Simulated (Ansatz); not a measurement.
# InP: the cost of one run

Program: Ansatz 0.2.0. Level of theory: DFT PBE, scalar-relativistic, plane waves, PAW. These are calculated values, not measurements.

3 further runs of the same task are left out: 3 set aside as unsound or not needed.

## (1) The structure to begin with

It takes space group Fm-3m (No. 225, cubic). Conventional cell: a = 5.540 Å, b = 5.540 Å, c = 5.540 Å, α = 90.00°, β = 90.00°, γ = 90.00°. In (site symmetry m-3m) has 6 P at 2.77 Å in its first shell of neighbours. P (site symmetry m-3m) is surrounded by 6 In at 2.77 Å.

As a file:

```
CELL_PARAMETERS angstrom
0.00000 2.77016 2.77016
2.77016 0.00000 2.77016
2.77016 2.77016 0.00000
ATOMIC_POSITIONS crystal
In 0.00000 0.00000 0.00000
P 0.50000 0.50000 0.50000
```

This cell was relaxed beforehand with the same method: volume 21.26 Å³/atom, gap on the mesh none (metal).

## (2) Next: the [001] wire, 16 host atoms a period

The wire is cut from the relaxed crystal, periodic along c with vacuum across. Atoms and period relax; energies count from the bulk, -3176.7579 eV an atom.

The cell holds 8 In, 8 P: a = 17.300 Å, b = 14.800 Å, c = 5.540 Å, α = 90.00°, β = 90.00°, γ = 90.00°.

## (3) Relaxation

Pressure and volume refer to the whole cell with its vacuum; only the period along c may change.

input.yaml reads:

```yaml
crystal:
  lattice:
    - [17.3, 0.0, 0.0]
    - [0.0, 14.8, 0.0]
    - [0.0, 0.0, 5.5403208302]
  atoms:
    - { symbol: In, position: [0.2598126808, 0.5, 0.0] }
    - { symbol: In, position: [0.5800624397, 0.5, 0.0] }
    - { symbol: P, position: [0.4199375603, 0.5, 0.0] }
    - { symbol: P, position: [0.7401873192, 0.5, 0.0] }
    - { symbol: In, position: [0.5800624397, 0.312826999, 0.5] }
    - { symbol: In, position: [0.5800624397, 0.687173001, 0.5] }
    - { symbol: P, position: [0.4199375603, 0.312826999, 0.5] }
    - { symbol: P, position: [0.4199375603, 0.687173001, 0.5] }
    - { symbol: In, position: [0.4199375603, 0.5, 0.5] }
    - { symbol: In, position: [0.7401873192, 0.5, 0.5] }
    - { symbol: P, position: [0.2598126808, 0.5, 0.5] }
    - { symbol: P, position: [0.5800624397, 0.5, 0.5] }
    - { symbol: In, position: [0.4199375603, 0.312826999, 0.0] }
    - { symbol: In, position: [0.4199375603, 0.687173001, 0.0] }
    - { symbol: P, position: [0.5800624397, 0.312826999, 0.0] }
    - { symbol: P, position: [0.5800624397, 0.687173001, 0.0] }
basis:
  ecutwfc: 420
kpoints:
  mp_grid: { grid: [1, 1, 10] }
hamiltonian:
  xc: pbe
scf:
  occupations: { method: gaussian, width: 0.05 }
output:
  forces: true
  stress: true
  eigenvalues: true
  populations: true
  write_density: true
  write_potential: true
  elf: true
  volumetric_format: npy
relax:
  adjacent_minimum: "off"
  f_tol: 0.02
  max_steps: 45
  cell: { fix: [a, b, alpha, beta, gamma], stress_tol: 0.03 }
```

Run with:

```
> ansatz run input.yaml --threads 4 --pin off --max-ram 11264MiB --backend cpu --events-out ev --progress --plain --runs-dir out
```

What time and memory should one allow on 4 threads of Intel Xeon Platinum 8375C at 2.90GHz (Ice Lake), shared host?

About 2.6 min, with a peak of 3.5 GiB.
